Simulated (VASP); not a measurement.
# SnTe (Fm-3m) in VASP: notebook

The runs below take SnTe through single point, with PBE.

Program: VASP 6.6.1. These are calculated values, not measurements. Logs are shortened: lines on timing, memory, paths and dates and some standing lists are left out, and cuts for length are marked.

**1. The structure**

The structure is cubic, space group Fm-3m (No. 225). The conventional cell has a = 6.302 Å, b = 6.302 Å, c = 6.302 Å, α = 90.00°, β = 90.00°, γ = 90.00°. Around Te (site symmetry m-3m) lie 6 Sn at 3.15 Å. Sn (site symmetry m-3m) has 6 Te at 3.15 Å as nearest neighbours.

**2. Single point, PBE**

Input file INCAR:

```
SYSTEM = SnTe
ADDGRID  = .False.      
ALGO     = Normal         ! electronic algorithm
EDIFF    = 1E-7           ! SCF threshold, eV
ENCUT    = 220            ! plane-wave cutoff, eV
GGA      = PE             ! functional
ISIF     = 2              ! what is computed and relaxed
ISMEAR   = 0              ! smearing method
LASPH    = .True.         ! aspherical terms in the spheres
LCHARG   = .False.        ! write CHGCAR
LREAL    = .False.        ! projectors in reciprocal space
LWAVE    = .False.        ! write WAVECAR
NELM     = 100            ! most SCF steps
PREC     = Accurate       ! precision mode
SIGMA    = 0.05           ! smearing width, eV
```

Input file KPOINTS:

```
k-points
0
Gamma
  2 2 2
  0 0 0
```

Input file POSCAR:

```
SnTe
1.0
    0.0000000000      3.1508500000      3.1508500000
    3.1508500000      0.0000000000      3.1508500000
    3.1508500000      3.1508500000      0.0000000000
Te Sn
1 1
Direct
    0.5000000000      0.5000000000      0.5000000000
    0.0000000000      0.0000000000      0.0000000000
```

Potentials or basis: VASP PAW PBE potentials, release 64 (Te, Sn_d).

Started as:

```bash
cat potpaw_PBE.64/Te/POTCAR potpaw_PBE.64/Sn_d/POTCAR > POTCAR
mpirun -np 1 vasp_std > vasp.out
```

OUTCAR:

```text
SYSTEM = SnTe
   EDIFF = 1E-7
   ENCUT = 220
   GGA = PE
   ISIF = 2
   ISMEAR = 0
   LASPH = .True.
   LREAL = .False.
   NELM = 100
   PREC = Accurate

 Found      3 irreducible k-points:

 Following reciprocal coordinates:
            Coordinates               Weight
  0.000000  0.000000  0.000000      1.000000
  0.500000  0.000000  0.000000      4.000000
  0.500000  0.500000  0.000000      3.000000
   k-points           NKPTS =      3   k-points in BZ     NKDIM =      3   number of bands    NBANDS=     14
   number of dos      NEDOS =    301   number of ions     NIONS =      2
   total plane-waves  NPLWV =  13824
   dimension x,y,z NGX =    24 NGY =   24 NGZ =   24
   dimension x,y,z NGXF=    48 NGYF=   48 NGZF=   48
   ions per type =               1   1
   NGX,Y,Z   is equivalent  to a cutoff of   8.95,  8.95,  8.95 a.u.
   NGXF,Y,Z  is equivalent  to a cutoff of  17.91, 17.91, 17.91 a.u.
 SYSTEM =  SnTe
   PREC   = accura    normal or accurate (medium, high low for compatibility)
   ISTART =      0    job   : 0-new  1-cont  2-samecut
   ICHARG =      2    charge: 1-file 2-atom 10-const
   ISPIN  =      1    spin polarized calculation?
   LNONCOLLINEAR =      F non collinear calculations
   LSORBIT =      F    spin-orbit coupling
   LASPH  =      T    aspherical Exc in radial PAW
   ENCUT  =  220.0 eV  16.17 Ry    4.02 a.u.   5.39  5.39  5.39*2*pi/ulx,y,z
   NELM   =    100;   NELMIN=  2; NELMDL= -5     # of ELM steps
   EDIFF  = 0.1E-06   stopping-criterion for ELM
   LREAL  =      F    real-space projection
   EDIFFG = 0.1E-05   stopping-criterion for IOM
   NSW    =      0    number of steps for IOM
   IBRION =     -1    ionic relax: 0-MD 1-quasi-New 2-CG
   NFREE  =      0    steps in history (QN), initial steepest desc. (CG)
   ISIF   =      2    stress and relaxation
   ISYM   =      2    0-nonsym 1-usesym 2-fastsym
   POTIM  = 0.5000    time-step for ionic-motion
   TEBEG  =    0.0;   TEEND  =   0.0 temperature during run
   PSTRESS=    0.0 pullay stress
   NELECT =      20.0000    total number of electrons
   NUPDOWN=      -1.0000    fix difference up-down
   EMIN   =  10.00;   EMAX   =-10.00  energy-range for DOS
   EFERMI =   0.00;   METHOD = LEGACY
   ISMEAR =     0;   SIGMA  =   0.05  broadening in eV -4-tet -1-fermi 0-gaus
   EFERMI_NEDOS =   21; number of points for ismear=-14 and -15
   IALGO  =     38    algorithm
   IMIX   =      4    mixing-type and parameters
     AMIX     =   0.40;   BMIX     =  1.00
     AMIX_MAG =   1.60;   BMIX_MAG =  1.00
  volume/ion in A,a.u.               =      31.28       211.10
  Fermi-wavevector in a.u.,A,eV,Ry     =   1.119387  2.115336 17.048485  1.253028
  Thomas-Fermi vector in A             =   2.256026
   LORBIT       =      0    0 simple, 1 ext, 2 COOP (PROOUT), +10 PAW based schemes
   GGA     = PE    functional components
   LHFCALC =     F    Hartree Fock is set to
   AEXX    =    0.0000 exact exchange contribution
   IVDW    =     0    specifies the selected vdW correction
   LEPSILON=     F    determine dielectric tensor
   LRPA    =     F    only Hartree local field effects (RPA)
 non-spin polarized calculation
 Gauss-broadening in eV      SIGMA  =   0.05
  energy-cutoff  :      220.00
  volume of cell :       62.56
 maximum number of plane-waves:       468
 NGX is ok and might be reduce to    24
   NGX = 11   NGY = 11   NGZ = 11

 number of electron      20.0000024 magnetization

 Free energy of the ion-electron system (eV)
  ---------------------------------------------------
  ext. energy  EPLUGINS =         0.00000000
  ---------------------------------------------------
  free energy    TOTEN  =        -5.61985915 eV

  energy without entropy =       -5.61742456  energy(sigma->0) =       -5.61864186

 E-fermi :   6.9589     XC(G=0):  -9.5412

 val. band max:        6.8806817420   @ k =   0.5000   0.0000   0.0000
 cond. band min:       7.0372026572   @ k =   0.5000   0.0000   0.0000
 fundamental gap:      0.1565209153
 Fermi energy:         6.9589421928

 k-point     1 :       0.0000    0.0000    0.0000
  band No.  band energies     occupation
      1     -15.5003      2.00000
      2     -15.5003      2.00000
      3     -15.4948      2.00000
      4     -15.4948      2.00000
      5     -15.4948      2.00000
      6      -5.7654      2.00000
      7       2.1553      2.00000
      8       4.8856      2.00000
      9       4.8856      2.00000
     10       4.8856      2.00000
     11      10.1873      0.00000
     12      10.1873      0.00000
     13      10.1874      0.00000
     14      11.6913      0.00000

 k-point     2 :       0.5000    0.0000    0.0000
  band No.  band energies     occupation
      1     -15.5096      2.00000
      2     -15.5096      2.00000
      3     -15.4991      2.00000
      4     -15.4917      2.00000
      5     -15.4916      2.00000
      6      -4.3850      2.00000
      7      -1.5473      2.00000
      8       5.2837      2.00000
      9       5.2837      2.00000
     10       6.8807      1.97314
     11       7.0372      0.02686
     12       7.1598      0.00000
     13       7.1599      0.00000
     14      14.7135      0.00000

 k-point     3 :       0.5000    0.5000    0.0000
  band No.  band energies     occupation
      1     -15.5242      2.00000
      2     -15.5036      2.00000
      3     -15.5029      2.00000
      4     -15.4894      2.00000
      5     -15.4894      2.00000
      6      -4.0906      2.00000
      7       0.2568      2.00000
      8       1.3784      2.00000
      9       3.2412      2.00000
     10       3.2412      2.00000
     11       9.0802      0.00000
     12      11.8186      0.00000
     13      11.8186      0.00000
     14      13.3424      0.00000

------------------------ aborting loop because EDIFF is reached ----------------------------------------

  FORCE on cell =-STRESS in cart. coord.  units (eV):
  Direction    XX          YY          ZZ          XY          YZ          ZX
  --------------------------------------------------------------------------------------
  -------------------------------------------------------------------------------------
  Total        1.2716540      1.2716540      1.2716540      0.0000000     -0.0000000      0.0000000
  in kB       32.5661453     32.5661453     32.5661453      0.0000000     -0.0000000      0.0000000
  external PRESSURE =      32.5661453 kB  Pullay stress =       0.0000000 kB

 VOLUME and BASIS-vectors are now :
 -----------------------------------------------------------------------------
  energy-cutoff  :      220.00
  volume of cell :       62.56
      direct lattice vectors                 reciprocal lattice vectors
     0.000000000  3.150850000  3.150850000    -0.158687338  0.158687338  0.158687338
     3.150850000  0.000000000  3.150850000     0.158687338 -0.158687338  0.158687338
     3.150850000  3.150850000  0.000000000     0.158687338  0.158687338 -0.158687338

 POSITION                                       TOTAL-FORCE (eV/Angst)
 -----------------------------------------------------------------------------------
      3.15085      3.15085      3.15085        -0.000000     -0.000000      0.000000
      0.00000      0.00000      0.00000         0.000000      0.000000     -0.000000
 -----------------------------------------------------------------------------------
    total drift:                                0.000000     -0.000000     -0.000000

  FREE ENERGIE OF THE ION-ELECTRON SYSTEM (eV)
  ---------------------------------------------------
  free  energy   TOTEN  =        -5.6198591517 eV

  energy  without entropy=       -5.6174245589  energy(sigma->0) =       -5.61864186
```

Run time: 3.1 s. Hardware: 1 thread of Intel Xeon Platinum 8488C (Sapphire Rapids), shared host; peak memory 0.13 GiB.

The run converged, but a check on its numbers failed (symmetry, net force, bounds or a known fault of this set-up), so they aren't taken as properties of the crystal.

Caveat: the k mesh is coarse (spacing up to 0.86 Å⁻¹), so the values aren't converged; the cutoff lies under the usual one of these potentials, so the numbers hold a large basis-set error; spin-orbit coupling is left out, which moves the levels of the heavy elements.

**3. Single point, PBE**

Changes to INCAR since step 2:

```diff
@@ -4,3 +4,3 @@
 EDIFF    = 1E-7           ! SCF threshold, eV
-ENCUT    = 220            ! plane-wave cutoff, eV
+ENCUT    = 340            ! plane-wave cutoff, eV
 GGA      = PE             ! functional
```

KPOINTS is that of step 2.

POSCAR is that of step 2.

Potentials or basis: VASP PAW PBE potentials, release 64 (Te, Sn_d).

Started as:

```bash
cat potpaw_PBE.64/Te/POTCAR potpaw_PBE.64/Sn_d/POTCAR > POTCAR
mpirun -np 1 vasp_std > vasp.out
```

Wall time 4.6 s (1 thread of Intel Xeon Platinum 8488C (Sapphire Rapids), shared host); peak memory 0.14 GiB.

These settings aren't checked as converged: the numbers below hold their error.

What came out:

| Quantity | Value |
| --- | --- |
| Free energy | -5.6348 eV |
| Pressure | 5.2 GPa |
| Band gap on the k mesh | 0.16 eV, direct |

Caveat: the k mesh is coarse (spacing up to 0.86 Å⁻¹), so the values aren't converged; spin-orbit coupling is left out, which moves the levels of the heavy elements.

**4. Single point, PBE**

Changes to INCAR since step 3:

```diff
@@ -4,3 +4,3 @@
 EDIFF    = 1E-7           ! SCF threshold, eV
-ENCUT    = 340            ! plane-wave cutoff, eV
+ENCUT    = 400            ! plane-wave cutoff, eV
 GGA      = PE             ! functional
```

KPOINTS is that of step 3.

POSCAR is that of step 3.

Potentials or basis: VASP PAW PBE potentials, release 64 (Te, Sn_d).

Started as:

```bash
cat potpaw_PBE.64/Te/POTCAR potpaw_PBE.64/Sn_d/POTCAR > POTCAR
mpirun -np 1 vasp_std > vasp.out
```

OUTCAR:

```text
SYSTEM = SnTe
   EDIFF = 1E-7
   ENCUT = 400
   GGA = PE
   ISIF = 2
   ISMEAR = 0
   LASPH = .True.
   LREAL = .False.
   NELM = 100
   PREC = Accurate

 Found      3 irreducible k-points:

 Following reciprocal coordinates:
            Coordinates               Weight
  0.000000  0.000000  0.000000      1.000000
  0.500000  0.000000  0.000000      4.000000
  0.500000  0.500000  0.000000      3.000000
   k-points           NKPTS =      3   k-points in BZ     NKDIM =      3   number of bands    NBANDS=     14
[... 126 lines left out ...]

  FORCE on cell =-STRESS in cart. coord.  units (eV):
  Direction    XX          YY          ZZ          XY          YZ          ZX
  --------------------------------------------------------------------------------------
  -------------------------------------------------------------------------------------
  Total        2.0956920      2.0956920      2.0956920      0.0000000      0.0000000      0.0000000
  in kB       53.6691672     53.6691672     53.6691672      0.0000000      0.0000000      0.0000000
  external PRESSURE =      53.6691672 kB  Pullay stress =       0.0000000 kB

 VOLUME and BASIS-vectors are now :
 -----------------------------------------------------------------------------
  energy-cutoff  :      400.00
  volume of cell :       62.56
      direct lattice vectors                 reciprocal lattice vectors
     0.000000000  3.150850000  3.150850000    -0.158687338  0.158687338  0.158687338
     3.150850000  0.000000000  3.150850000     0.158687338 -0.158687338  0.158687338
     3.150850000  3.150850000  0.000000000     0.158687338  0.158687338 -0.158687338

 POSITION                                       TOTAL-FORCE (eV/Angst)
 -----------------------------------------------------------------------------------
      3.15085      3.15085      3.15085        -0.000000     -0.000000      0.000000
      0.00000      0.00000      0.00000         0.000000      0.000000      0.000000
 -----------------------------------------------------------------------------------
    total drift:                               -0.000000      0.000000      0.000000

  FREE ENERGIE OF THE ION-ELECTRON SYSTEM (eV)
  ---------------------------------------------------
  free  energy   TOTEN  =        -5.6371610791 eV

  energy  without entropy=       -5.6349671933  energy(sigma->0) =       -5.63606414
```

OSZICAR:

```text
N       E                     dE             d eps       ncg     rms          rms(c)
DAV:   1     0.103315173316E+03    0.10332E+03   -0.83870E+03    84   0.132E+03
DAV:   2     0.255020148729E+01   -0.10076E+03   -0.98773E+02    90   0.292E+02
DAV:   3    -0.558708790284E+01   -0.81373E+01   -0.81160E+01   108   0.866E+01
[... 11 lines left out ...]
DAV:  15    -0.563716168388E+01    0.40043E-05   -0.71720E-06   110   0.231E-02    0.215E-01
DAV:  16    -0.563716071648E+01    0.96740E-06   -0.12584E-05   102   0.309E-02    0.314E-02
DAV:  17    -0.563716102874E+01   -0.31226E-06   -0.13336E-06    84   0.806E-03    0.467E-03
DAV:  18    -0.563716117599E+01   -0.14726E-06   -0.13316E-07    56   0.380E-03    0.237E-02
DAV:  19    -0.563716107908E+01    0.96909E-07   -0.27300E-08    42   0.140E-03
   1 F= -.56371611E+01 E0= -.56360641E+01  d E =-.219389E-02
```

Wall time 5.4 s (1 thread of Intel Xeon Platinum 8488C (Sapphire Rapids), shared host); peak memory 0.16 GiB.

The run converged, but some of its settings lie outside the range that counts as converged, so its numbers aren't taken as properties of the crystal.

What came out:

```yaml
Free_energy: -5.6372 eV
Pressure: 5.4 GPa
Band_gap_on_the_k_mesh: 0.16 eV, direct
```

Caveat: the k mesh is coarse (spacing up to 0.86 Å⁻¹), so the values aren't converged; spin-orbit coupling is left out, which moves the levels of the heavy elements.

**5. For comparison**

An earlier run on the cell as given: functional PBE; potentials or basis VASP PAW PBE potentials, release 64 (Te, Sn_d); cutoff 520 eV; k mesh 7 × 7 × 7; occupations fermi-dirac, width 0.05 eV; no spin polarisation.

- Pressure: 2.2 GPa
